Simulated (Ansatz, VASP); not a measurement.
## One calculation of InSb, two programs

```
In Sb
1.0
     0.00000    3.19532    3.19532
     3.19532    0.00000    3.19532
     3.19532    3.19532    0.00000
In Sb
1 1
Direct
  0.00000 0.00000 0.00000
  0.75000 0.75000 0.75000
```

Change from the starting cell: volume scaled by 0.96, crystal datasets.

Alike in both runs: task electric field gradients; functional PBEsol; k mesh 9 × 9 × 9; occupations fermi-dirac, width 0.05 eV; no spin polarisation.

|  | VASP | Ansatz |
| --- | --- | --- |
| version | VASP 6.6.1 | Ansatz 0.2.0 |
| potentials or method | VASP PAW PBE potentials, release 64 (In_d, Sb), cutoff 520 eV | all-electron PAW with datasets made for the crystal, scalar-relativistic |

```tsv
	VASP	Ansatz	Ansatz less VASP
pressure (GPa)	3.0	3.0	-0.02
Vzz of the field gradient on the site that differs most (V/Å²)	0.0	0.0	0.00
```

Ansatz ran all-electron here, so the differences hold the error of VASP's frozen core and of both bases. Ansatz warned: «gradients_without_spin_orbit».

Caveats: the PAW data sets were made with another functional, which shifts forces and pressure a little (VASP). The runs have no spin-orbit coupling, so splittings on Sb are missing.
